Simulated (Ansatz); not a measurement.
# Te2Mo: the cost of one run

Method: DFT PBEsol, scalar-relativistic, plane waves, PAW, in Ansatz 0.2.0.

1 further run of the same task is left out (set aside as unsound or not needed). Runs told in other sessions of the task aren't counted.

## Step 1: The system as given

The structure is trigonal, space group R3m (No. 160). The conventional cell has a = 3.147 Å, b = 3.147 Å, c = 19.155 Å, α = 90.00°, β = 90.00°, γ = 120.00°. W (site symmetry 3m) is surrounded by 6 S at 2.40 Å. S (site symmetry 3m) has 3 W at 2.40 Å in its first shell of neighbours.

Structure file:

```xyz
3
Lattice="1.5736 0.9085 6.3850 -1.5736 0.9085 6.3850 0.0000 -1.8171 6.3850" Properties=species:S:1:pos:R:3 pbc="T T T"
W     0.0000    0.0000    0.0129
S     0.0000    0.0000    7.9649
S     0.0000    0.0000    4.8312
```

It goes back to an entry of the Materials Project, which need not be the stable form.

This cell was relaxed beforehand with the same method: volume 18.26 Å³/atom, gap on the mesh 1.16 eV.

## Step 2: The substitution S → Te, W → Mo

The start of Te2Mo: fractional positions of relaxed WS2, cell scaled by 1.103, a guess from tabulated radii.

## Step 3: A first look at the start (Te2Mo)

The input, input.yaml:

```yaml
crystal:
  lattice:
    - [1.7349712245, 1.0016861035, 7.039581188]
    - [-1.7349712245, 1.0016861035, 7.039581188]
    - [0.0, -2.003372207, 7.039581188]
  atoms:
    - { symbol: Mo, position: [0.000671763, 0.000671763, 0.000671763] }
    - { symbol: Te, position: [0.4158129169, 0.4158129169, 0.4158129169] }
    - { symbol: Te, position: [0.2522153201, 0.2522153201, 0.2522153201] }
basis:
  ecutwfc: 420
kpoints:
  mp_grid: { grid: [6, 6, 6] }
hamiltonian:
  xc: pbesol
scf:
  occupations: { method: gaussian, width: 0.1 }
output:
  forces: true
  stress: true
  eigenvalues: true
```

On the command line:

```bash
ansatz run input.yaml --threads 1 --pin off --max-ram 2560MiB --backend cpu --events-out ev --progress --plain --runs-dir out
```

Q: Estimate wall time and peak memory on 1 thread of Intel Xeon at 2.50GHz (Skylake/Cascade Lake), shared host.

About 11 s, with a peak of 0.36 GiB.
